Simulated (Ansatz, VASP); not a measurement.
Two plane-wave programs on ZnSe

```
Zn Se
1.0
     0.00000    2.81660    2.81660
     2.81660    0.00000    2.81660
     2.81660    2.81660    0.00000
Zn Se
1 1
Direct
  0.00000 0.00000 0.00000
  0.75000 0.75000 0.75000
```

Alike in both runs: functional PBEsol; k mesh 8 × 8 × 8; occupations gaussian, width 0.02 eV; no spin polarisation.

Ansatz relaxed the structure, and its values are those at the end. VASP's run is a single point on that final structure, the one shown.

|  | VASP | Ansatz |
| --- | --- | --- |
| version | VASP 6.6.1 | Ansatz 0.2.0 |
| potentials or method | VASP PAW PBE potentials, release 64 (Zn, Se) | scalar-relativistic, plane waves, PAW |
| plane-wave cutoff (eV) | 520 | 420 |
| valence electrons in the cell | 18 | 28 |

|  | VASP | Ansatz | Ansatz less VASP |
| --- | --- | --- | --- |
| gap on the k mesh at the Fermi level (eV) | 1.24 | 1.24 | -0.004 |
| least direct gap on the mesh (eV) | 1.24 | 1.24 | -0.004 |
| pressure (GPa) | 0.3 | 0.0 | -0.27 |

The two sets of potentials don't hold the same shells in valence.

Caveats: the PAW data sets were made with another functional, which shifts forces and pressure a little (VASP).
